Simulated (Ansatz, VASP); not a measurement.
Two plane-wave programs on P

Contents of INCAR:

```
  PREC = Accurate
  ENCUT = 520
  EDIFF = 1E-6
  ISMEAR = 0
  SIGMA = 0.05
  LREAL = F
  LASPH = T
  NELM = 60
  ALGO = Normal
  ISIF = 2
  LWAVE = F
  LCHARG = F
  LDIPOL = T
  IDIPOL = 3
  DIPOL = 0.5 0.5 0.370
  GGA = PE
  IVDW = 12
  NBANDS = 18
```

The input KPOINTS:

```
regular mesh
0
Gamma
  9 9 1
```

Contents of POSCAR:

```
P
1.0
    3.2540552129      0.0000000000      0.0000000000
   -1.6270276064      2.8180944797      0.0000000000
    0.0000000000      0.0000000000     19.9904919088
P
4
Direct
    0.3333333333      0.6666666667      0.2873989285
    0.6666666667      0.3333333333      0.2251070169
    0.1666666667      1.3333333333      0.5152695569
    0.5000000000      1.0000000000      0.4529776454
```

Input for Ansatz:

```yaml
crystal:
  lattice:
    - [3.2540552129, 0.0, 0.0]
    - [-1.6270276064, 2.8180944797, 0.0]
    - [0.0, 0.0, 19.9904919088]
  atoms:
    - { symbol: P, position: [0.3333333333, 0.6666666667, 0.2873989285] }
    - { symbol: P, position: [0.6666666667, 0.3333333333, 0.2251070169] }
    - { symbol: P, position: [0.1666666667, 1.3333333333, 0.5152695569] }
    - { symbol: P, position: [0.5, 1.0, 0.4529776454] }
basis:
  ecutwfc: 420
kpoints:
  mp_grid: { grid: [9, 9, 1] }
hamiltonian:
  xc: pbe
  dispersion: d3bj
scf:
  occupations: { method: gaussian, width: 0.05 }
output:
  forces: true
  eigenvalues: true
efield:
  axis: 3
  dipole_correction: true
  ramp_width: 0.04
```

Alike in both runs: task single point; functional PBE; dispersion D3(BJ); k mesh 9 × 9 × 1; occupations gaussian, width 0.05 eV; no spin polarisation.

|  | VASP | Ansatz |
| --- | --- | --- |
| version | VASP 6.6.1 | Ansatz 0.2.0 |
| potentials or method | VASP PAW PBE potentials, release 64 (P) | scalar-relativistic, plane waves, PAW |
| plane-wave cutoff (eV) | 520 | 420 |
| valence electrons in the cell | 20 | 20 |

|  | VASP | Ansatz | Ansatz less VASP |
| --- | --- | --- | --- |
| gap on the k mesh at the Fermi level (eV) | 1.14 | 1.10 | -0.041 |
| least direct gap on the mesh (eV) | 1.68 | 1.64 | -0.042 |
| rms of the force components (eV/Å) | 0.087 | 0.051 | -0.0368 |

Atom by atom the forces differ by 0.053 eV/Å (rms over components).
